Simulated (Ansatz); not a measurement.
Input and command of a calculation in Ansatz (plane waves; scalar-relativistic PAW potentials unless the input names others):

```yaml
crystal:
  lattice:
    - [4.384806334, 0.0, 0.0]
    - [-2.192403167, 3.7973536759, 0.0]
    - [0.0, 0.0, 8.0024171414]
  atoms:
    - { symbol: Sn, position: [0.0, 0.0, 0.0] }
    - { symbol: Te, position: [0.6666666667, 0.3333333333, 0.25] }
    - { symbol: Sn, position: [0.3333333333, 0.6666666667, 0.5] }
    - { symbol: Te, position: [0.6666666667, 0.3333333333, 0.75] }
basis:
  ecutwfc: 420
kpoints:
  mp_grid: { grid: [6, 6, 3] }
hamiltonian:
  xc: pbe
scf:
  occupations: { method: gaussian, width: 0.01 }
  mixing: { algorithm: msr1, beta: 0.5 }
output:
  forces: true
  eigenvalues: true
  stress: true
```

```bash
ansatz run input.yaml --threads 1 --pin off --max-ram 2560MiB --backend cpu --events-out ev --progress --plain --runs-dir out
```

Abridged log:
```
Basis set: ecut = 420 eV, 2649 PW (Γ), exchange–correlation on 60×60×108 points (8 copies of the dense FFT grid, shifted against one another)
Bands: 36, of which v1, the nominal top of the filled ones, is band 30 counted from 1 (29 counted from 0)
Symmetry: 24 space group operations
k-points: 14 of 108
SCF iter   1: F=—  HF=-26009.049045 eV  |F-HF|=—  |Δ(HF+E_count)|=         —  Δρ=1.73e-3  dr2=9.92e-3  ethr=1.77e-3  ⟨swp⟩=7.5  Hψ=2174  notcnv=0
SCF iter   2: F=—  HF=-26009.046847 eV  |F-HF|=—  |Δ(HF+E_count)|=   2.20e-3  Δρ=1.24e-3  dr2=5.76e-3  ethr=1.65e-5  ⟨swp⟩=2.2  Hψ=955  notcnv=0  defer=24
SCF iter   3: F=—  HF=-26009.046287 eV  |F-HF|=—  |Δ(HF+E_count)|=   5.60e-4  Δρ=1.01e-3  dr2=1.91e-3  ethr=9.60e-6  ⟨swp⟩=3.1  Hψ=720  notcnv=0  defer=10
automatic band count: iteration 3 solves 35 bands in place of 36: the levels show a gap, and the empty bands left out lie too high to hold charge; the band table lists the bands solved (type scf.n_extra_bands for more)
SCF iter   4: F=—  HF=-26009.045939 eV  |F-HF|=—  |Δ(HF+E_count)|=   3.47e-4  Δρ=5.64e-4  dr2=5.91e-4  ethr=3.19e-6  ⟨swp⟩=2.0  Hψ=608  notcnv=0  defer=10
SCF iter   5: F=—  HF=-26009.045805 eV  |F-HF|=—  |Δ(HF+E_count)|=   1.34e-4  Δρ=1.78e-4  dr2=4.49e-5  ethr=9.85e-7  ⟨swp⟩=2.2  Hψ=728  notcnv=0  defer=10
SCF iter   6: F=—  HF=-26009.045816 eV  |F-HF|=—  |Δ(HF+E_count)|=   1.12e-5  Δρ=6.38e-5  dr2=5.54e-6  ethr=7.48e-8  ⟨swp⟩=2.0  Hψ=810  notcnv=0  defer=10
SCF iter   7: F=—  HF=-26009.045814 eV  |F-HF|=—  |Δ(HF+E_count)|=   2.79e-6  Δρ=1.35e-5  dr2=1.55e-7  ethr=9.24e-9  ⟨swp⟩=3.0  Hψ=1042  notcnv=0  defer=10
SCF iter   8: F=-26009.045813 eV  HF=-26009.045813 eV  |F-HF|=6.55e-11  |Δ(HF+E_count)|=   4.84e-8  Δρ=1.13e-6  dr2=1.75e-9  ethr=1.67e-10  ⟨swp⟩=8.7  Hψ=2068  notcnv=0
SCF 1 converged in 8 iterations: F = -26009.045813 eV  dr2 = 1.75e-9
SCF converged after 8 iterations
Free energy (F): -26009.045813 eV
Harris-Foulkes:  -26009.045813 eV  (|F-HF|=6.55e-11)
Internal energy: -26009.045411 eV  (E = F + TS)
E sigma→0 (E₀):  -26009.045612 eV
Entropy (-TS):   -0.000402 eV (-0.101 meV/atom)
Fermi energy:    8.501964 eV
--- Forces (eV/Å), atoms counted from 1 ---
  atom   1  Sn     0.00000000     0.00000000     0.00000000
  atom   2  Te     0.00000000     0.00000000     0.00000000
  atom   3  Sn     0.00000000     0.00000000     0.00000000
  atom   4  Te     0.00000000     0.00000000     0.00000000
--- Stress (GPa, compression-positive) ---
       -0.270217       0.000000       0.000000
        0.000000      -0.270217       0.000000
        0.000000       0.000000       0.509552
  P = ⅓ Tr σ = -0.0103 GPa (-0.103 kbar)
```

Apart from outputs, empty bands and the relaxation, which only the reference makes, the input differs from a reference run on usual settings in scf.mixing.algorithm: not typed → "msr1"; scf.mixing.beta: not typed → 0.5; kpoints.mp_grid.grid: [12, 12, 6] → [6, 6, 3]. The reference, at the same geometry, ended its own course with pressure 0.01 GPa, largest force 0.000 eV/Å, no gap on the mesh. This run converged in 8 SCF iterations with an energy at zero smearing 7.22 meV/atom above the reference's, pressure -0.01 GPa, largest force 0.000 eV/Å, no gap on the mesh. Its k mesh is looser than usual, and the result moved.

The run took 4.9 s on 1 thread of Arm Neoverse V1 (shared host), peak memory 0.37 GiB.